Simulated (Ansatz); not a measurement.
All numbers below come from DFT PBE, scalar-relativistic, plane waves, PAW (Ansatz 0.2.0). Several structures of Cd7S were relaxed, and the powder pattern of one of them was computed from 10° to 70° in 2θ (λ = 1.5406 Å; lines under 1 % are left out).

Cu Kα1 powder pattern (kinematic, no thermal factors).
```csv
2θ (°),relative intensity
28.50,11
28.99,10
30.43,30
31.64,1
32.69,100
35.64,41
37.09,14
39.14,31
42.63,10
43.10,16
47.43,5
48.28,2
50.48,40
52.08,2
57.02,5
58.99,1
59.26,1
60.09,4
61.44,15
62.23,8
63.31,7
64.28,15
65.67,6
67.72,3
68.15,14
68.50,4
```

Question: Which structure gives it?
A. Space group P-3m1 (No. 164), trigonal, a = 3.613 Å, c = 16.952 Å. Cd on a site of symmetry 3m is surrounded by 3 S at 2.69 Å and 3 Cd at 3.04 Å; Cd on a second site of symmetry 3m is surrounded by 6 Cd at 3.04–3.08 Å and 6 Cd at 3.61 Å; S is surrounded by 6 Cd at 2.69 Å; 2 more sites not described.
B. Space group I-43m (No. 217), cubic, a = 7.232 Å. Cd on a site of symmetry -42m has 4 Cd at 3.03 Å, 4 Cd at 3.27 Å, 2 S at 3.62 Å and 4 Cd at 3.62 Å; around Cd on a site of symmetry 3m lie 1 S at 2.77 Å, 3 Cd at 3.03 Å, 3 Cd at 3.27 Å and 1 S at 3.49 Å; S is surrounded by 4 Cd at 2.77 Å and 10 Cd at 3.49–3.62 Å.
C. Space group P-6m2 (No. 187), hexagonal, a = 5.938 Å, c = 5.993 Å. Cd on a site of symmetry mm2 is surrounded by 4 Cd at 2.97 Å, 2 S at 2.97 Å and 6 Cd at 3.45–3.46 Å; Cd on a second site of symmetry mm2 is surrounded by 6 Cd at 2.94–3.00 Å, 2 S at 3.44 Å and 4 Cd at 3.46 Å; around S lie 6 Cd at 2.97 Å and 6 Cd at 3.44 Å; 1 more site not described.

Answer: A. Its strongest line, at 2θ = 32.69°, has d = λ/(2 sin θ) = 2.737 Å and is the (1 0 3) reflection of the conventional P-3m1 cell with a = 3.613 Å, c = 16.952 Å. The others have their strongest lines at 35.1° (B); 38.1° (C).

The cells needn't be stable.
